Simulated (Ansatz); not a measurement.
NaCl (rocksalt), relaxed with r2SCAN in Ansatz 0.2.0: it is cubic, Fm-3m (No. 225); conventional cell a = 5.605 Å, 22.02 Å³ an atom. Na has 6 Cl at 2.80 Å; Cl has 6 Na at 2.80 Å. It was then strained (isotropic on every length). Unstrained, HSE06 gives 6.559 eV (Γ, 6×6×6 mesh), and the band edges keep their places in every row. Stress is positive in compression. (Simulation; spin polarisation is off.)

```
strain (%)  ln(V/V₀)  ΔE_g, HSE06 (eV)  Δpressure, r2SCAN (GPa)  Δ(mean ε∞, r2SCAN)
      -4.0   -0.1225            +0.569                    +4.52               +0.11
      -3.0   -0.0914            +0.415                    +3.13               +0.08
      -2.0   -0.0606            +0.269                    +1.93               +0.06
      +2.0   +0.0594            -0.244                    -1.43               -0.04
      +3.0   +0.0887            -0.356                    -1.99               -0.07
      +4.0   +0.1177            -0.464                    -2.47               -0.09
```

Problem. Fit ΔE_g = a x + b x² to these rows by least squares, with x = ln(V/V₀).

Solution. The normal equations take Σx² = 5.228e-02, Σx³ = -2.864e-04, Σx⁴ = 5.747e-04, ΣxΔE = -2.246e-01 and Σx²ΔE = 2.904e-03, and give a = -4.28 eV, b = +2.9 eV; the largest residual is 0.001 eV. a is the volume deformation potential of this gap.

Problem. Fit the change of pressure in the same way.

Solution. Δpressure = -28.5 x + (66) x² GPa. So B₀ = 28.5 GPa and B′ ≈ 2 × 66/28.5 = 4.6; two terms over so wide a range bias B₀ by a few per cent and B′ by more; the gap's pressure coefficient at zero is −a/B₀ = +150 meV/GPa, with HSE06's a and r2SCAN's B₀.

Problem. Predict the withheld row at +1.0 % (x = +0.0299).

Solution. ΔE_g ≈ -4.28 × (+0.0299) + (2.9) × (+0.0299)² = -0.125 eV, and Δpressure ≈ -0.79 GPa. The runs give -0.125 eV and -0.77 GPa, off by 0.000 eV and +0.02 GPa.

Problem. Fit the last column too (unstrained value 2.41), and predict it for the withheld row.

Solution. Δ = -0.83 x + (0.6) x², which gives -0.02 at x = +0.0299; the run gives -0.02.

The meshes of the hybrids are coarse, so their gaps aren't converged to the digits shown.
